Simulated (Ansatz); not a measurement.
# Si11SbS24: the cost of one run

Computed with Ansatz 0.2.0 (DFT, PBE, plane-wave PAW, default files, scalar-relativistic, as far as a step names no other, unless a step's input says otherwise).

## (1) The structure to begin with

It takes space group P1 (No. 1, triclinic). Conventional cell: a = 9.994 Å, b = 9.994 Å, c = 10.007 Å, α = 76.89°, β = 76.37°, γ = 67.11°. Sb (site symmetry 1) is surrounded by 4 S at 2.13 Å and 2 Si at 2.78 Å. Around Si (site symmetry 1) lie 4 S at 2.13 Å. Around Si (site symmetry 1) lie 4 S at 2.13 Å and 1 Sb at 2.78 Å and 1 Si at 2.78 Å. Only part of the 36 independent sites is listed.

As a file:

```
Sb Si S
1.0
    -2.78200    4.77250    8.32800
     5.56400   -9.54500    0.00000
     5.56400    9.54500   -5.55200
Sb Si S
1 11 24
Cartesian
  0.0000 0.0000 4.1640
  2.7820 4.7725 1.3880
  2.7820 -4.7725 6.9400
  5.5640 0.0000 4.1640
  2.7820 -4.7725 1.3880
  5.5640 0.0000 -1.3880
  0.0000 0.0000 1.3880
  2.7820 4.7725 -1.3880
  2.7820 -4.7725 4.1640
  5.5640 0.0000 1.3880
  0.0000 0.0000 6.9400
  2.7820 4.7725 4.1640
  1.1618 1.1282 0.0000
  3.9438 5.9007 -2.7760
  3.9438 -3.6443 2.7760
  6.7258 1.1282 0.0000
  1.1618 1.1282 5.5520
  3.9438 5.9007 2.7760
  1.6202 3.6443 2.7760
  4.4022 8.4168 0.0000
  4.4022 -1.1282 5.5520
  7.1842 3.6443 2.7760
  4.4022 -1.1282 0.0000
  7.1842 3.6443 -2.7760
  7.1842 -3.6443 0.0000
  9.9662 1.1282 -2.7760
  4.4022 1.1282 2.7760
  7.1842 5.9007 0.0000
  1.6202 5.9007 5.5520
  4.4022 10.6732 2.7760
  1.1618 -1.1282 2.7760
  3.9438 3.6443 0.0000
  -1.6202 3.6443 5.5520
  1.1618 8.4168 2.7760
  3.9438 -5.9007 0.0000
  6.7258 -1.1282 -2.7760
```

Atom 1 of the input is the impurity.

## (2) Gradients at the starting positions

Contents of input.yaml:

```yaml
crystal:
  lattice:
    - [-2.782, 4.7725, 8.328]
    - [5.564, -9.545, 0.0]
    - [5.564, 9.545, -5.552]
  atoms:
    - { symbol: Sb, position: [0.5, 0.25, 0.0] }
    - { symbol: Si, position: [0.5, 0.25, 0.5] }
    - { symbol: Si, position: [0.8333333333, 0.9166666667, 0.0] }
    - { symbol: Si, position: [0.8333333333, 0.9166666667, 0.5] }
    - { symbol: Si, position: [0.1666666667, 0.5833333333, 0.0] }
    - { symbol: Si, position: [0.1666666667, 0.5833333333, 0.5] }
    - { symbol: Si, position: [0.1666666667, 0.0833333333, 0.0] }
    - { symbol: Si, position: [0.1666666667, 0.0833333333, 0.5] }
    - { symbol: Si, position: [0.5, 0.75, 0.0] }
    - { symbol: Si, position: [0.5, 0.75, 0.5] }
    - { symbol: Si, position: [0.8333333333, 0.4166666667, 0.0] }
    - { symbol: Si, position: [0.8333333333, 0.4166666667, 0.5] }
    - { symbol: S, position: [0.109, 0.0998, 0.1635] }
    - { symbol: S, position: [0.109, 0.0998, 0.6635] }
    - { symbol: S, position: [0.4423333333, 0.7664666667, 0.1635] }
    - { symbol: S, position: [0.4423333333, 0.7664666667, 0.6635] }
    - { symbol: S, position: [0.7756666667, 0.4331333333, 0.1635] }
    - { symbol: S, position: [0.7756666667, 0.4331333333, 0.6635] }
    - { symbol: S, position: [0.5576666667, 0.2335333333, 0.3365] }
    - { symbol: S, position: [0.5576666667, 0.2335333333, 0.8365] }
    - { symbol: S, position: [0.891, 0.9002, 0.3365] }
    - { symbol: S, position: [0.891, 0.9002, 0.8365] }
    - { symbol: S, position: [0.2243333333, 0.5668666667, 0.3365] }
    - { symbol: S, position: [0.2243333333, 0.5668666667, 0.8365] }
    - { symbol: S, position: [0.3031333333, 0.9880666667, 0.4547] }
    - { symbol: S, position: [0.3031333333, 0.9880666667, 0.9547] }
    - { symbol: S, position: [0.6364666667, 0.6547333333, 0.4547] }
    - { symbol: S, position: [0.6364666667, 0.6547333333, 0.9547] }
    - { symbol: S, position: [0.9698, 0.3214, 0.4547] }
    - { symbol: S, position: [0.9698, 0.3214, 0.9547] }
    - { symbol: S, position: [0.3635333333, 0.3452666667, 0.0453] }
    - { symbol: S, position: [0.3635333333, 0.3452666667, 0.5453] }
    - { symbol: S, position: [0.6968666667, 0.0119333333, 0.0453] }
    - { symbol: S, position: [0.6968666667, 0.0119333333, 0.5453] }
    - { symbol: S, position: [0.0302, 0.6786, 0.0453] }
    - { symbol: S, position: [0.0302, 0.6786, 0.5453] }
total_charge: 1
kpoints:
  mp_grid: { grid: [3, 3, 2] }
scf:
  occupations: { method: fermi_dirac, width: 0.01 }
hamiltonian:
  xc: pbe
  pseudopotentials: { kind: paw }
output:
  forces: true
  stress: true
  populations: true
  efg:
    quadrupole_moments_barn: { Sb: -0.543, S: -0.0694 }
    contact_densities: true
```

Run with:

```
$ ansatz run input.yaml --threads 1 --pin off --max-ram 3072MiB --backend cpu --events-out ev --progress --plain --runs-dir out
```

Q: Estimate wall time and peak memory on 1 thread of AMD EPYC 9R45 (Zen 5), shared host.

About 81 s, with a peak of 1.8 GiB.
